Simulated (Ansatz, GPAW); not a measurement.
# Geometry or basis: what sets the conductance of heptane-1,7-dithiol between two Cu chains, part 3 of 5

Aim: the conductance of heptane-1,7-dithiol between two Cu chains after relaxation, and whether geometry, basis or functional moves it most.

GPAW 26.7.0 and Ansatz 0.2.0; Ansatz plane waves; relaxation of the junction with the lead ends held (the session's first sound run).

So far, transmission at the Fermi level (one spin): step 3 (plane waves, PBE) 4.3e-4. Also conductance of the perfect lead (G₀): step 3 1.00.

### Step 4. Double-zeta polarised basis

The script solves lead and junction separately, takes H and S in the orbital basis, and joins semi-infinite leads through their self-energies; the dzp basis is the working standard.

This step: GPAW LCAO, PAW setups; Landauer transmission from Green's functions with principal layers (ASE), zero bias (GPAW 26.7.0).

run.py reads:

```python
import json
import numpy as np
from ase import Atoms
from ase.transport.calculators import TransportCalculator
from gpaw import GPAW, FermiDirac
from gpaw.lcao.tools import get_lcao_hamiltonian
from scipy.linalg import eigh

# The junction with lead layers at both ends, along the third cell vector
device = Atoms(
    ['Cu', 'Cu', 'Cu', 'Cu', 'Cu', 'Cu', 'S', 'H', 'C', 'H', 'H', 'C', 'H', 'H', 'C', 'H', 'H', 'C', 'H', 'H', 'C', 'H', 'H', 'C', 'H', 'H', 'C', 'H', 'S', 'Cu', 'Cu', 'Cu', 'Cu', 'Cu', 'Cu'],
    positions=[
        [5.40103, 5.97976, 1.15000],
        [5.40103, 5.97976, 3.45000],
        [5.40103, 5.97976, 5.75000],
        [5.40103, 5.97976, 8.05000],
        [3.39730, 5.47540, 9.00638],
        [4.95378, 6.14497, 10.58949],
        [5.30294, 7.06682, 12.47648],
        [6.26600, 5.27535, 13.81706],
        [5.37318, 5.90744, 13.91778],
        [4.49088, 5.25422, 13.88358],
        [6.28756, 7.37392, 15.21346],
        [5.40927, 6.70928, 15.22851],
        [4.52798, 7.36899, 15.26211],
        [6.32672, 5.17842, 16.47075],
        [5.44639, 5.84207, 16.50230],
        [4.56419, 5.18028, 16.52032],
        [6.36550, 7.33912, 17.76811],
        [5.48331, 6.67764, 17.79534],
        [4.60662, 7.34676, 17.81283],
        [6.38931, 5.19192, 19.09462],
        [5.51235, 5.86068, 19.10049],
        [4.62655, 5.20492, 19.14068],
        [6.43787, 7.40124, 20.31942],
        [5.55203, 6.74798, 20.36021],
        [4.67785, 7.41815, 20.36008],
        [6.46510, 5.32471, 21.74410],
        [5.57546, 5.96700, 21.68474],
        [4.68702, 5.32969, 21.78411],
        [5.62359, 7.16509, 23.09271],
        [5.52219, 6.29868, 25.02261],
        [6.66491, 5.89622, 27.00645],
        [5.40103, 5.97976, 28.94103],
        [5.40103, 5.97976, 31.24103],
        [5.40103, 5.97976, 33.54103],
        [5.40103, 5.97976, 35.84103]],
    cell=[[10.80206, 0.0, 0.0], [0.0, 11.95952, 0.0], [0.0, 0.0, 36.99103]],
    pbc=True)

# One principal layer of the lead: the first 3 atoms of the device
lead = Atoms(
    ['Cu', 'Cu', 'Cu'],
    positions=[
        [5.40103, 5.97976, 1.15000],
        [5.40103, 5.97976, 3.45000],
        [5.40103, 5.97976, 5.75000]],
    cell=[[10.80206, 0.0, 0.0], [0.0, 11.95952, 0.0], [0.0, 0.0, 6.9]],
    pbc=True)

settings = dict(mode='lcao', basis='dzp', xc='PBE', h=0.2,
                occupations=FermiDirac(0.1), maxiter=250,
                mixer=dict(beta=0.1, nmaxold=8, weight=100.0),
                convergence=dict(density=0.0001))
energies = np.arange(-2, 2 + 1e-9, 0.025)
eta = 0.0001
n1, n2 = 1, 1
# k and -k transmit alike, so half of the mesh across the current serves
mesh = [(i, j) for i in range(n1) for j in range(n2) if (i, j) <= (-i % n1, -j % n2)]
weights = np.array([1 if (i, j) == (-i % n1, -j % n2) else 2 for i, j in mesh]) / (n1 * n2)


def ground_state(atoms, size, txt):
    atoms.calc = GPAW(kpts={'size': size, 'gamma': True}, symmetry={'tolerance': 1e-3}, txt=txt, **settings)
    atoms.get_potential_energy()
    return atoms.calc.get_fermi_level()


def blocks(atoms, fermi, points, nz, cells):
    """H - E_F S and S between cell 0 and the cells above it, at each point across the current."""
    kz = np.arange(nz) / nz
    calc = atoms.calc.fixed_density(kpts=[(*k, z) for k in points for z in kz], symmetry='off', txt=None)
    H, S = get_lcao_hamiltonian(calc)
    H = (H - fermi * S).reshape(len(H), len(points), nz, *S.shape[1:])
    S = S.reshape(H.shape[1:])
    phases = [np.exp(-2j * np.pi * kz * R) / nz for R in cells]
    return [(np.einsum('skzij,z->ksij', H, p), np.einsum('kzij,z->kij', S, p)) for p in phases]


def pair(a, b):
    return np.block([[a, b], [b.T.conj(), a]])


def count_channels(h, s, cells, nk=240):
    """Half the number of times that the lead's bands cross each energy, unfolded to its shortest repeat."""
    b = len(h) // cells
    bands = []
    for k in (np.arange(nk + 1) + 0.5) / nk:
        hk, sk = h[:b, :b].copy(), s[:b, :b].copy()
        for R in range(1, cells):
            phase, block = np.exp(2j * np.pi * k * R), slice(R * b, (R + 1) * b)
            hk += h[:b, block] * phase + (h[:b, block] * phase).T.conj()
            sk += s[:b, block] * phase + (s[:b, block] * phase).T.conj()
        w, u = eigh(sk)
        x = u[:, w > 1e-5] / w[w > 1e-5]**0.5  # drop near-dependent combinations
        bands.append(np.r_[eigh(x.T.conj() @ hk @ x, eigvals_only=True), [1e9] * (w <= 1e-5).sum()])
    below = np.array(bands)[:, :, None] < energies
    return (below[1:] != below[:-1]).sum((0, 1)) / 2


fermi_lead = ground_state(lead, (1, 1, 16), 'lead.txt')
fermi_device = ground_state(device, (1, 1, 2), 'device.txt')
T, channels, eigen, tail, misfit, shifts = [], [], [], 0.0, 0.0, []
for first in range(0, len(mesh), 90):
    points = [(i / n1, j / n2) for i, j in mesh[first:first + 90]]
    (H0k, S0k), (H1k, S1k), (H2k, _) = blocks(lead, fermi_lead, points, 5, range(3))
    [(Hk, Sk)] = blocks(device, fermi_device, points, 2, [0])
    tail = max(tail, abs(H2k).max())
    for H0, S0, H1, S1, H, S in zip(H0k, S0k, H1k, S1k, Hk, Sk):
        n = len(S0)
        # Shift the lead onto the potential of the device's first layer
        shift = ((H[:, 0, 0] - H0[:, 0, 0]) / S0[0, 0]).real.mean()
        shifts.append(shift)
        misfit = max(misfit, abs(H[:, :n, :n] - H0 - shift * S0).max())
        Tk, Ck, Ek = [], [], []
        for s in range(len(H)):
            t = s % len(H0)  # a lead without moments serves both spins
            h1, s1 = pair(H0[t] + shift * S0, H1[t] + shift * S1), pair(S0, S1)
            leads = dict(h1=h1, s1=s1, energies=energies, eta=eta, eta1=eta, eta2=eta)
            calc = TransportCalculator(h=H[s], s=S, eigenchannels=3, **leads)
            Tk.append(calc.get_transmission())
            Ek.append(np.sort(calc.eigenchannels_ne, axis=0)[::-1])
            Ck.append(count_channels(h1, s1, 6))
        T.append(Tk)
        channels.append(Ck)
        eigen.append(Ek)
T, channels = np.array(T), np.array(channels)
mean, open_channels = np.einsum('kse,k->se', T, weights), np.einsum('kse,k->se', channels, weights)

print(f'basis functions: device {len(S)}, principal layer {n}')
print(f'Fermi level: lead {fermi_lead:.4f} eV, device {fermi_device:.4f} eV; lead shifted by {np.mean(shifts):.4f} eV')
print(f'largest coupling past the next layer {tail:.2e} eV, largest misfit of the first layer {misfit:.3f} eV')
print('  E-E_F (eV)   ' + 'T (one spin)  channels')
for e, t, c in zip(energies, mean.T, open_channels.T):
    print(f'{e:10.3f}  ', *[f'{x:11.4e}' for x in t], *[f'{x:9.4f}' for x in c])

kT = 8.617333e-5 * 300
fine = np.linspace(energies[0], energies[-1], 4001)
both = np.exp(np.interp(fine, energies, np.log(np.maximum(mean.sum(0) * 2 / len(mean), 1e-30))))
fermi = lambda mu: 1 / (1 + np.exp(np.clip((fine - mu) / kT, -200, 200)))
slope = fermi(0) * (1 - fermi(0)) / kT
G = np.trapezoid(both * slope, fine) / 2
seebeck = -np.trapezoid(both * slope * fine, fine) / (2 * G * 300) * 1e6
print(f'conductance at 300 K: {G:.5g} G0 a cell; thermopower {seebeck:.4g} uV/K')
bias = [0.1, 0.2, 0.5, 1.0, 1.5, 2.0]
current = [38.74 * np.trapezoid(both * (fermi(V / 2) - fermi(-V / 2)), fine) for V in bias]
for V, I in zip(bias, current):
    print(f'current from the zero-bias T(E) at {V} V: {I:.5g} uA')
zero = abs(energies).argmin()
json.dump(dict(energies=energies.tolist(), T=mean.tolist(), channels=open_channels.tolist(), G=G, seebeck=seebeck,
               bias=bias, current=current, tail=tail, misfit=misfit, shift=np.mean(shifts), n_device=len(S), n_lead=n,
               fermi=[fermi_lead, fermi_device], energy=device.get_potential_energy(),
               moments=device.get_magnetic_moments().tolist(), mesh=mesh, weights=weights.tolist(),
               T_k=T[:, :, zero].tolist(), eigen=np.array(eigen[0]).tolist()), open('result.json', 'w'))
```

Command:

```sh
OMP_NUM_THREADS=1 OPENBLAS_NUM_THREADS=1 python run.py
```

The program printed:

```text
basis functions: device 367, principal layer 45
Fermi level: lead -3.9762 eV, device -3.7372 eV; lead shifted by -0.0080 eV
largest coupling past the next layer 4.59e-05 eV, largest misfit of the first layer 0.095 eV
  E-E_F (eV)   T (one spin)  [channel counts left out]
    -2.000    6.7119e-06
    -1.975    1.2550e-04
    -1.950    5.3652e-03
    -1.925    1.3501e-03
    -1.900    1.9689e-04
    -1.875    3.9009e-04
    -1.850    3.6941e-04
    -1.825    3.6113e-04
    -1.800    3.6392e-04
    -1.775    3.7230e-04
    -1.750    3.7673e-04
    -1.725    1.0885e-03
    -1.700    8.5933e-03
    -1.675    2.7712e-02
    -1.650    6.0545e-03
    -1.625    3.7196e-03
[...]
1.825    1.7468e-04
     1.850    1.7338e-04
     1.875    1.7204e-04
     1.900    1.7072e-04
     1.925    1.6947e-04
     1.950    1.6833e-04
     1.975    1.6735e-04
     2.000    1.6654e-04
conductance at 300 K: 0.00033715 G0 a cell; thermopower 28.99 uV/K
current from the zero-bias T(E) at 0.1 V: 0.0026245 uA
current from the zero-bias T(E) at 0.2 V: 0.0053043 uA
current from the zero-bias T(E) at 0.5 V: 0.01173 uA
current from the zero-bias T(E) at 1.0 V: 0.020035 uA
current from the zero-bias T(E) at 1.5 V: 0.078669 uA
current from the zero-bias T(E) at 2.0 V: 0.15158 uA
```

Wall time 4.8 min (1 thread of Arm Neoverse N1, shared host); peak memory 1.7 GiB.

This step gave:

| Quantity | Value |
| --- | --- |
| conductance | 3.37e-4 G₀ |
| largest coupling past the next principal layer | 4.59e-5 eV |
| largest misfit of the first principal layer | 0.09476 eV |
| shift that aligns the lead | -0.008010 eV |
| basis functions of the junction | 367 |
| basis functions of a principal layer | 45 |
| transmission at the Fermi level (one spin) | 3.32e-4 |

One spin. The transmission, zone mean by energy, zero at the Fermi level:

```
energy (eV)  transmission, zone mean
     -2.000                   6.7e-6
     -1.900                   2.0e-4
     -1.800                   3.6e-4
     -1.700                  0.00859
     -1.675                   0.0277
     -1.600                  0.00352
     -1.500                   0.0249
     -1.400                   0.0177
     -1.350                   0.0665
     -1.300                   3.2e-4
     -1.200                  0.00157
     -1.100                  0.00568
     -1.000                   9.3e-4
     -0.900                   4.6e-4
     -0.800                  0.00958
     -0.775                   0.0107
     -0.700                  0.00444
     -0.600                  0.00174
     -0.500                   7.7e-4
     -0.400                   3.7e-4
     -0.300                   1.0e-4
     -0.200                   4.5e-4
     -0.100                   4.9e-4
      0.000                   3.3e-4
      0.100                   2.2e-4
      0.200                   1.4e-4
      0.300                   9.1e-5
      0.400                   5.5e-5
      0.500                   3.0e-5
      0.600                   1.4e-5
      0.700                   4.5e-6
      0.800                   2.5e-7
      0.900                   1.3e-6
      1.000                   8.5e-6
      1.100                   2.3e-5
      1.200                   4.7e-5
      1.300                   8.1e-5
      1.400                   1.2e-4
      1.500                   1.5e-4
      1.600                   1.7e-4
      1.700                   1.8e-4
      1.800                   1.8e-4
      1.900                   1.7e-4
      2.000                   1.7e-4
```

Not self-consistent under bias; the bias window is split evenly. Table of current through one cell, from the zero-bias transmission by bias:

```
bias (V)  current through one cell, from the zero-bias transmission (nA)
   0.100                                                            2.62
   0.200                                                            5.30
   0.500                                                            11.7
   1.000                                                            20.0
   1.500                                                            78.7
   2.000                                                             152
```

Transmission of the three most open eigenchannels against energy, zero at the Fermi level:

```
energy (eV)  channel 1  channel 2  channel 3
     -2.000     6.7e-6          0          0
     -1.900     2.0e-4          0          0
     -1.800     3.6e-4          0          0
     -1.700    0.00859     7.2e-7     1.6e-8
     -1.600    0.00351     3.8e-6     6.8e-8
     -1.500     0.0249     1.5e-6     2.8e-8
     -1.400     0.0177     6.2e-6     3.3e-8
     -1.300     3.2e-4     3.1e-7     2.6e-9
     -1.200    0.00157     2.0e-6     1.4e-7
     -1.100    0.00567     2.1e-6     8.1e-7
     -1.000     9.3e-4     2.2e-6     3.5e-7
     -0.900     4.6e-4     1.4e-6     3.6e-9
     -0.800    0.00958     1.6e-6     1.8e-8
     -0.700    0.00444     3.5e-7     5.3e-8
     -0.600    0.00174     7.1e-8     1.5e-8
     -0.500     7.7e-4     1.7e-8     2.8e-9
     -0.400     3.7e-4     6.1e-8    4.8e-10
     -0.300     1.0e-4     9.2e-7    2.8e-10
     -0.200     4.5e-4     5.3e-7    1.4e-11
     -0.100     4.9e-4          0          0
      0.000     3.3e-4          0          0
      0.100     2.2e-4          0          0
      0.200     1.4e-4          0          0
      0.300     9.1e-5          0          0
      0.400     5.5e-5          0          0
      0.500     3.0e-5          0          0
      0.600     1.4e-5          0          0
      0.700     4.5e-6          0          0
      0.800     2.5e-7          0          0
      0.900     1.3e-6          0          0
      1.000     8.5e-6          0          0
      1.100     2.3e-5          0          0
      1.200     4.7e-5          0          0
      1.300     8.1e-5          0          0
      1.400     1.2e-4          0          0
      1.500     1.5e-4          0          0
      1.600     1.7e-4          0          0
      1.700     1.8e-4          0          0
      1.800     1.8e-4          0          0
      1.900     1.7e-4          0          0
      2.000     1.7e-4          0          0
```

At the Fermi level T is 3.3e-4 against 4.3e-4 in plane waves. Couplings past the next layer reach 4.6e-5 eV, small enough to drop; the matrix elements of the cell's first layer differ from the bulk lead's by up to 0.095 eV. That layer keeps its own values in the calculation, and only beyond it is the lead taken as perfect. The Fermi levels of lead and junction count from different zeros of potential, one for each periodic cell; with both set to zero, the small remaining shift is what aligns them. By hand: G = 3.37e-4 × 77.48 μS = 0.0261 μS, a resistance of 38279 kΩ; at 0.1 V a linear junction would pass 0.00261 μA, and the integral over the bias window gives 0.00262 μA.

### Step 5. GPAW, szp: basis = "szp(dzp)"

The second zeta is dropped, the polarisation orbitals stay.

Changes to run.py since step 4:

```diff
@@ -60,3 +60,3 @@
 
-settings = dict(mode='lcao', basis='dzp', xc='PBE', h=0.2,
+settings = dict(mode='lcao', basis='szp(dzp)', xc='PBE', h=0.2,
                 occupations=FermiDirac(0.1), maxiter=250,
```

The program printed:

```text
basis functions: device 245, principal layer 27
Fermi level: lead -4.0217 eV, device -3.8091 eV; lead shifted by -0.0192 eV
largest coupling past the next layer 4.61e-05 eV, largest misfit of the first layer 0.111 eV
  E-E_F (eV)   T (one spin)  channels
    -2.000    5.5660e-04    1.0000
    -1.975    1.2127e-04    1.0000
    -1.950    2.0667e-05    1.0000
[...]
1.975    2.8252e-04    1.0000
     2.000    2.9051e-04    1.0000
conductance at 300 K: 0.00014951 G0 a cell; thermopower 29.69 uV/K
current from the zero-bias T(E) at 0.1 V: 0.0011685 uA
current from the zero-bias T(E) at 0.2 V: 0.0024217 uA
current from the zero-bias T(E) at 0.5 V: 0.0067486 uA
current from the zero-bias T(E) at 1.0 V: 0.0096436 uA
current from the zero-bias T(E) at 1.5 V: 0.0215 uA
current from the zero-bias T(E) at 2.0 V: 0.040686 uA
```

Wall time 4.8 min (1 thread); peak memory 1.7 GiB.

Numbers from this step:

```yaml
conductance: 1.50e-4 G₀
largest_coupling_past_the_next_principal_layer: 4.61e-5 eV
largest_misfit_of_the_first_principal_layer: 0.1113 eV
shift_that_aligns_the_lead: -0.01925 eV
basis_functions_of_the_junction: 245
basis_functions_of_a_principal_layer: 27
transmission_at_the_fermi_level_one_spin: 1.47e-4
```

The conductance, 1.5e-4 G₀, lies 56 % below that of the dzp run.

### Step 6. Minimal basis

One function for each valence shell of the setup, as for a first survey of a large system.

Changes to run.py since step 5:

```diff
@@ -60,3 +60,3 @@
 
-settings = dict(mode='lcao', basis='szp(dzp)', xc='PBE', h=0.2,
+settings = dict(mode='lcao', basis='sz(dzp)', xc='PBE', h=0.2,
                 occupations=FermiDirac(0.1), maxiter=250,
```

The program printed:

```text
basis functions: device 122, principal layer 18
Fermi level: lead -3.8260 eV, device -3.6933 eV; lead shifted by -0.0152 eV
largest coupling past the next layer 4.64e-05 eV, largest misfit of the first layer 0.128 eV
  E-E_F (eV)   T (one spin)  [channel counts left out]
    -2.000    2.3927e-05
    -1.975    9.6851e-05
    -1.950    2.9809e-04
[...]
1.975    1.5490e-04
     2.000    1.6512e-04
conductance at 300 K: 0.00011334 G0 a cell; thermopower 29.3 uV/K
current from the zero-bias T(E) at 0.1 V: 0.00088606 uA
current from the zero-bias T(E) at 0.2 V: 0.0018261 uA
current from the zero-bias T(E) at 0.5 V: 0.0049793 uA
current from the zero-bias T(E) at 1.0 V: 0.0065142 uA
current from the zero-bias T(E) at 1.5 V: 0.0099692 uA
current from the zero-bias T(E) at 2.0 V: 0.018963 uA
```

The job ended after 3.2 min (1 thread; peak memory 1.6 GiB).

Numbers from this step:

```
conductance                                    : 1.13e-4 G₀
largest coupling past the next principal layer : 4.64e-5 eV
largest misfit of the first principal layer    : 0.1277 eV
shift that aligns the lead                     : -0.01516 eV
basis functions of the junction                : 122
basis functions of a principal layer           : 18
transmission at the Fermi level (one spin)     : 1.11e-4
```

The conductance, 1.1e-4 G₀, lies 66 % below that of the dzp run.

### Step 7. RPBE in the dzp basis: xc = "RPBE"

Back in the dzp basis, the functional changes from PBE to RPBE, to set the spread between functionals beside that between bases.

Changes to run.py since step 6:

```diff
@@ -60,3 +60,3 @@
 
-settings = dict(mode='lcao', basis='sz(dzp)', xc='PBE', h=0.2,
+settings = dict(mode='lcao', basis='dzp', xc='RPBE', h=0.2,
                 occupations=FermiDirac(0.1), maxiter=250,
```

The program printed:

```text
basis functions: device 367, principal layer 45
Fermi level: lead -3.8166 eV, device -3.6102 eV; lead shifted by -0.0064 eV
largest coupling past the next layer 5.01e-05 eV, largest misfit of the first layer 0.093 eV
  E-E_F (eV)   T (one spin)  [channel counts left out]
    -2.000    2.6364e-06
    -1.975    8.3094e-05
    -1.950    4.2512e-03
[...]
1.975    1.5797e-04
     2.000    1.5712e-04
conductance at 300 K: 0.00033207 G0 a cell; thermopower 28.97 uV/K
current from the zero-bias T(E) at 0.1 V: 0.002586 uA
current from the zero-bias T(E) at 0.2 V: 0.0052377 uA
current from the zero-bias T(E) at 0.5 V: 0.011946 uA
current from the zero-bias T(E) at 1.0 V: 0.020429 uA
current from the zero-bias T(E) at 1.5 V: 0.086295 uA
current from the zero-bias T(E) at 2.0 V: 0.15993 uA
```

Run time: 5.1 min. Hardware: 1 thread; peak memory 1.7 GiB.

This step gave:

```yaml
conductance: 3.32e-4 G₀
largest_coupling_past_the_next_principal_layer: 5.01e-5 eV
largest_misfit_of_the_first_principal_layer: 0.09303 eV
shift_that_aligns_the_lead: -0.006429 eV
basis_functions_of_the_junction: 367
basis_functions_of_a_principal_layer: 45
transmission_at_the_fermi_level_one_spin: 3.27e-4
```

One spin. Transmission, zone mean against energy, zero at the Fermi level:

energy (eV), log10 transmission, zone mean and a bar from the least value:
```
   -2.000       -5.6 #####
   -1.800       -3.5 #################
   -1.675       -1.6 ###########################
   -1.600       -2.5 #######################
   -1.400       -1.7 ###########################
   -1.350       -1.1 ##############################
   -1.200       -2.8 #####################
   -1.000       -3.0 ###################
   -0.800       -2.1 #########################
   -0.775       -2.0 #########################
   -0.600       -2.7 #####################
   -0.400       -3.4 #################
   -0.200       -3.3 ##################
    0.000       -3.5 #################
    0.200       -3.8 ###############
    0.400       -4.3 #############
    0.600       -4.8 #########
    0.800       -6.6 
    1.000       -5.1 ########
    1.200       -4.3 ############
    1.400       -3.9 ##############
    1.600       -3.8 ###############
    1.800       -3.8 ###############
    2.000       -3.8 ###############
```

The conductance, 3.3e-4 G₀, lies 1.5 % below that of the dzp run.

[end of part 3 of 5]

[Logs are printed without paths, hosts, clocks, repeated set-up lines and the standing remarks that a program may print on its own settings, such as how far it seeks lower states.]

[Hosts, paths, dates, database ids (printed as entryN), source tags and the programs' standing remarks are cut or masked in the printed files.]
